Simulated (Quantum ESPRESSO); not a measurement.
A run of Quantum ESPRESSO 7.5:

The input pw.in:

```
&CONTROL
  calculation = 'scf'
  prefix = 'pwscf'
  outdir = './tmp'
  pseudo_dir = './pseudo'
  tprnfor = .true.
  disk_io = 'nowf'
/
&SYSTEM
  ibrav = 0
  nat = 2
  ntyp = 2
  ecutwfc = 45
  ecutrho = 360
  nbnd = 20
  occupations = 'smearing'
  smearing = 'mv'
  degauss = 0.01469973
  nosym = .true.
/
&ELECTRONS
  conv_thr = 5d-07
  electron_maxstep = 100
  mixing_beta = 0.3
  mixing_ndim = 12
  startingpot = 'file'
  mixing_fixed_ns = 8
/
ATOMIC_SPECIES
Mn    54.9380 mn_lda_v1.5.uspp.F.UPF
O     15.9990 o_lda_v1.2.uspp.F.UPF
CELL_PARAMETERS angstrom
   2.9694859100    0.0000000000    0.0000000000
  -1.4847429600    2.5716502300    0.0000000000
   0.0000000000    0.0000000000    2.8980711300
ATOMIC_POSITIONS crystal
Mn     0.0000000000    0.0000000000    0.0000000000
O      0.6666666667    0.3333333333    0.5000000000
K_POINTS automatic
7 7 7 0 0 0
HUBBARD {ortho-atomic}
U Mn-3d 4.0
```

The input start.in:

```
&CONTROL
  calculation = 'scf'
  prefix = 'pwscf'
  outdir = './tmp'
  pseudo_dir = './pseudo'
  disk_io = 'nowf'
/
&SYSTEM
  ibrav = 0
  nat = 2
  ntyp = 2
  ecutwfc = 45
  ecutrho = 360
  nbnd = 20
  occupations = 'smearing'
  smearing = 'mv'
  degauss = 0.01469973
  nosym = .true.
/
&ELECTRONS
  conv_thr = 5d-07
  electron_maxstep = 1
  mixing_beta = 0.3
  mixing_ndim = 12
  scf_must_converge = .false.
/
ATOMIC_SPECIES
Mn    54.9380 mn_lda_v1.5.uspp.F.UPF
O     15.9990 o_lda_v1.2.uspp.F.UPF
CELL_PARAMETERS angstrom
   2.9694859100    0.0000000000    0.0000000000
  -1.4847429600    2.5716502300    0.0000000000
   0.0000000000    0.0000000000    2.8980711300
ATOMIC_POSITIONS crystal
Mn     0.0000000000    0.0000000000    0.0000000000
O      0.6666666667    0.3333333333    0.5000000000
K_POINTS automatic
7 7 7 0 0 0
HUBBARD {ortho-atomic}
U Mn-3d 4.0
```

occup.txt

```
 0.2928  0.1997 -0.3829  0.0808 -0.0365
 0.1997  0.7937 -0.0698 -0.2324 -0.0674
-0.3829 -0.0698  0.5575 -0.1677  0.0212
 0.0808 -0.2324 -0.1677  0.6398 -0.3120
-0.0365 -0.0674  0.0212 -0.3120  0.2162
 0.0000  0.0000  0.0000  0.0000  0.0000
 0.0000  0.0000  0.0000  0.0000  0.0000
 0.0000  0.0000  0.0000  0.0000  0.0000
 0.0000  0.0000  0.0000  0.0000  0.0000
 0.0000  0.0000  0.0000  0.0000  0.0000
```

Potentials or basis: GBRV 1.5 LDA.

The run is started by

```console
$ OMP_NUM_THREADS=1 pw.x -in start.in > start.out
$ cp occup.txt tmp/pwscf.save/occup.txt
$ OMP_NUM_THREADS=1 pw.x -in pw.in > pw.out
```

Hardware: 1 thread of AMD EPYC 7R43 64-Core Processor (Zen 3), with other jobs on the host.

Problem. Estimate the wall time of this run.

Solution. Run time: 2.6 min on 1 thread of AMD EPYC 7R43 64-Core Processor (Zen 3), on a shared host, peak memory 0.16 GiB. Counts: scf iterations 66, k pools 1, bands 20, k points 172, g dense 17241.
